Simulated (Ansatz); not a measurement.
# Pb (Im-3m) in Ansatz: notebook

One crystal, Pb, is run at these levels: PBE; tasks: single point.

Everything below comes from runs of Ansatz 0.2.0. Logs are shortened: lines on timing, memory, paths and dates and some standing lists are left out, and cuts for length are marked.

## (1) The crystal as given

Symmetry: Im-3m, No. 229, cubic system. Conventional cell: a = 3.959 Å, b = 3.959 Å, c = 3.959 Å, α = 90.00°, β = 90.00°, γ = 90.00°. Pb (site symmetry m-3m) has 8 Pb at 3.43 Å as nearest neighbours.

This isn't the form of Pb at room conditions, which is fcc.

## (2) Single point, PBE

input.yaml

```yaml
crystal:
  lattice:
    - [-1.9796595667, 1.9796595667, 1.9796595667]
    - [1.9796595667, -1.9796595667, 1.9796595667]
    - [1.9796595667, 1.9796595667, -1.9796595667]
  atoms:
    - { symbol: Pb, position: [0.0, 0.0, 0.0] }
hamiltonian:
  xc: pbe
  pseudopotentials: { kind: paw }
kpoints:
  mp_grid: { grid: [9, 9, 9] }
scf:
  occupations: { method: gaussian, width: 0.02 }
output:
  forces: true
  stress: true
  eigenvalues: true
```

Potentials or basis: Ansatz PAW.

Command:

```
$ ansatz run input.yaml --threads 2 --pin off --max-ram 5632MiB --backend cpu --events-out ev --progress --plain --runs-dir out
```

What it wrote:

```text
Warning: RAYON_NUM_THREADS=2 ignored (pool sized by the plan → 2); use --threads N
Engine: ansatz 0.2.0, aarch64-unknown-linux-gnu
Pseudopotentials: kind: paw
Pseudopotential: Pb, paw, valence charge 14, recommended cutoff 420 eV (normal), Pb.paw.azcp
Functional definition: PBE
  parameter kappa = 0.804
  parameter beta = 0.06672455060314922
  exchange = pbe_x(kappa = kappa, mu = beta*pi^2/3)
  correlation = pbe_c(beta = beta)
Crystal: 1 atoms, lattice volume = 31.034 Å³
Basis set: ecut = 420 eV, 603 PW (Γ), exchange–correlation on 48×48×48 points (8 copies of the dense FFT grid, shifted against one another)
Bands: 11, of which v1, the nominal top of the filled ones, is band 7 counted from 1 (6 counted from 0)
Symmetry: 48 space group operations
Space group: Im-3m (ITA 229), of the structure as read, at distance tolerance 3.1e-5 Å
k-points: 35 of 729
Non-local potential: Pb, projectors of the file, l = 0: 2, l = 1: 2, l = 2: 2, l = 3: 2
PAW form: soft (Blöchl's): semilocal exchange-correlation on the pseudo side does not see the compensation charge
PAW one-centre angular grid: Pb, 590 points (default); XC on 64 Gauss nodes
Initial density: superposition of atomic densities (neutral atoms: chi_scale 0, normalization atom), corrected by the library's trained network
Initial wavefunctions: pseudopotential atomic-orbital guess
Functional: x = pbe(κ = 0.804, μ = 0.2195149727645171), c = pbe(β = 0.06672455060314922)
SCF iter   1: F=—  HF=-11906.354076 eV  |F-HF|=—  |Δ(HF+E_count)|=         —  Δρ=6.20e-4  dr2=5.84e-5  ethr=1.77e-3  ⟨swp⟩=5.9  Hψ=2539  notcnv=0
preconditioner: auto → none  [insulator: Δε(μ)=0.220 eV  Ē_g=19.981 eV  σ=0.020 eV  W_gap=0.96  n_scr=12 (ndim 8)  ℏωp=24.9 eV  f_vac=0.000  D(μ)=0.42/eV (n_scr^D=0)  ε∞_Penn≈2.6]
SCF iter   2: F=—  HF=-11906.353647 eV  |F-HF|=—  |Δ(HF+E_count)|=   4.29e-4  Δρ=3.37e-4  dr2=2.35e-5  ethr=4.17e-7  ⟨swp⟩=2.6  Hψ=1047  notcnv=0  defer=3
SCF iter   3: F=—  HF=-11906.353673 eV  |F-HF|=—  |Δ(HF+E_count)|=   2.61e-5  Δρ=3.03e-4  dr2=3.51e-5  ethr=1.68e-7  ⟨swp⟩=2.0  Hψ=623  notcnv=0  defer=4
SCF iter   4: F=—  HF=-11906.353655 eV  |F-HF|=—  |Δ(HF+E_count)|=   1.75e-5  Δρ=1.12e-4  dr2=5.69e-6  ethr=1.68e-7  ⟨swp⟩=2.3  Hψ=631  notcnv=0  defer=4
iter 5 did not close the SCF: its close was put off for the readings that it lacked (scf_convergence_deferred on its scf_iter line)
SCF iter   5: F=-11906.353652 eV  HF=-11906.353652 eV  |F-HF|=7.77e-9  |Δ(HF+E_count)|=   3.36e-6  Δρ=5.66e-6  dr2=1.05e-8  ethr=4.07e-8  ⟨swp⟩=2.0  Hψ=622  notcnv=0  defer=4
SCF iter   6: F=-11906.353652 eV  HF=-11906.353652 eV  |F-HF|=3.58e-10  |Δ(HF+E_count)|=  5.97e-10  Δρ=8.96e-7  dr2=3.13e-10  ethr=7.49e-11  ⟨swp⟩=3.2  Hψ=1663  notcnv=0
SCF 1 converged in 6 iterations: F = -11906.353652 eV  dr2 = 3.13e-10
SCF converged after 6 iterations
Free energy (F): -11906.353652 eV
Harris-Foulkes:  -11906.353652 eV  (|F-HF|=3.58e-10)
Internal energy: -11906.353569 eV  (E = F + TS)
E sigma→0 (E₀):  -11906.353610 eV
Entropy (-TS):   -0.000083 eV (-0.083 meV/atom)
Fermi energy:    10.751120 eV
--- Per-component energies (eV) ---
  E_band       = -41.573831
  E_kinetic    = 288.714753
  E_local      = -1029.949324  (includes V_loc(G=0)·N_el)
  E_nonlocal   = 349.641673
  E_hartree    = 408.727615
  E_xc         = -220.536756
  E_vxc        = -132.203577  (∫ρ·V_xc dr)
  E_paw        = -10405.870023  (= ΣΔE_a)
  E_vpaw       = -335.233316  (= ΣTr[D̂ρ^β])
  E_aug_tail   = 0.000045  (compensation charges beyond the density's cutoff)
  E_ewald      = -1297.081552
  E_smearing   = -0.000083  (= −TS)
  E_closure    = -0.000000  (closes the sum)
  Σ components = -11906.353652   (vs F -11906.353652, Δ=0.00e0)
--- Forces (eV/Å), atoms counted from 1 ---
  atom   1  Pb     0.00000000     0.00000000    -0.00000000
  max |Σ_I F_I| component: 1.56e-31 eV/Å
--- Stress (GPa, compression-positive) ---
        0.702526      -0.000000       0.000000
        0.000000       0.702526      -0.000000
       -0.000000       0.000000       0.702526
  P = ⅓ Tr σ = 0.7025 GPa (7.025 kbar)
--- Band table (eV; the first three rows and the last of 35) ---
  k-point 0: bands = ["-6.5094", "-6.5094", "-6.5094", "-6.2846", "-6.2846", "-0.9765", "18.0615", "18.0615", "18.0615", "21.6844", "21.6844"]
  k-point 1: bands = ["-6.5186", "-6.4981", "-6.4686", "-6.2946", "-6.2855", "-0.7310", "15.8695", "17.3007", "17.7423", "20.4328", "21.1127"]
  k-point 2: bands = ["-6.5419", "-6.4805", "-6.3634", "-6.3126", "-6.2877", "0.0022", "12.4890", "15.9140", "16.9611", "19.2111", "20.3302"]
  k-point 34: bands = ["-6.5497", "-6.5412", "-6.1947", "-6.1947", "-6.1907", "5.0695", "10.1474", "10.4254", "10.4254", "15.2585", "15.9257"]
```

Run time: 0.43 s. Hardware: 2 threads of Arm Neoverse V2, shared host; peak memory 0.27 GiB.

Results:

```yaml
Free_energy: -11906.3537 eV
Pressure: 0.7 GPa
Band_gap_on_the_k_mesh: none (metal or under the smearing width)
```

The run has no spin-orbit coupling, so splittings on Pb are missing.

## (3) Single point, PBE

Edit input.yaml of step 2 so:

```diff
@@ -13,3 +13,3 @@
 scf:
-  occupations: { method: gaussian, width: 0.02 }
+  occupations: { method: gaussian, width: 0.021 }
 output:
```

Potentials or basis: Ansatz PAW.

Command:

```
$ ansatz run input.yaml --threads 2 --pin off --max-ram 5632MiB --backend cpu --events-out ev --progress --plain --runs-dir out
```

Run time: 0.44 s. Hardware: 2 threads of Arm Neoverse V2, shared host; peak memory 0.27 GiB.

Results (log left out):

- Free energy: -11906.3537 eV
- Pressure: 0.7 GPa
- Band gap on the k mesh: none (metal or under the smearing width)

Levels at points of the mesh, in eV from the Fermi level:
| k point | band 5 | band 6 | band 7 | band 8 | band 9 | band 10 |
| --- | --- | --- | --- | --- | --- | --- |
| (0.00, 0.00, 0.00) | -17.03 | -11.73 | 7.31 | 7.31 | 7.31 | 10.93 |

The run has no spin-orbit coupling, so splittings on Pb are missing.

## (4) Single point, PBE

Edit input.yaml of step 3 so:

```diff
@@ -13,3 +13,3 @@
 scf:
-  occupations: { method: gaussian, width: 0.021 }
+  occupations: { method: gaussian, width: 0.022 }
 output:
```

Command:

```
$ ansatz run input.yaml --threads 2 --pin off --max-ram 5632MiB --backend cpu --events-out ev --progress --plain --runs-dir out
```

Wall time 0.43 s (2 threads of Arm Neoverse V2, shared host); peak memory 0.27 GiB.

The run converged. Its results:

- Free energy: -11906.3537 eV
- Pressure: 0.7 GPa
- Band gap on the k mesh: none (metal or under the smearing width)

Levels at points of the mesh, in eV from the Fermi level:
| k point | band 5 | band 6 | band 7 | band 8 | band 9 | band 10 |
| --- | --- | --- | --- | --- | --- | --- |
| (0.00, 0.00, 0.00) | -17.03 | -11.73 | 7.31 | 7.31 | 7.31 | 10.94 |

## (5) Single point, PBE

Edit input.yaml of step 4 so:

```diff
@@ -13,3 +13,3 @@
 scf:
-  occupations: { method: gaussian, width: 0.022 }
+  occupations: { method: gaussian, width: 0.023 }
 output:
```

Command:

```
$ ansatz run input.yaml --threads 2 --pin off --max-ram 5632MiB --backend cpu --events-out ev --progress --plain --runs-dir out
```

Wall time 0.44 s (2 threads of Arm Neoverse V2, shared host); peak memory 0.26 GiB.

It converged, with:

```
Free energy            : -11906.3537 eV
Pressure               : 0.7 GPa
Band gap on the k mesh : none (metal or under the smearing width)
```

Levels at points of the mesh, in eV from the Fermi level:
```tsv
k point	band 5	band 6	band 7	band 8	band 9	band 10
(0.00, 0.00, 0.00)	-17.03	-11.72	7.31	7.31	7.31	10.94
```

## (6) Overview

| smearing | gap on the mesh (eV) | pressure (GPa) |
| --- | --- | --- |
| gaussian 0.02 eV | none | 0.7 |
| gaussian 0.021 eV | none | 0.7 |
| gaussian 0.022 eV | none | 0.7 |
| gaussian 0.023 eV | none | 0.7 |

Alike in all rows: task single point; level PBE; potentials or basis Ansatz PAW; no spin polarisation; cell as given; k mesh 9 × 9 × 9; cutoff (eV) 420.

Every run on the cell as given and a fine mesh finds a metal.

Absolute energies hang on the potentials; compare differences alone.
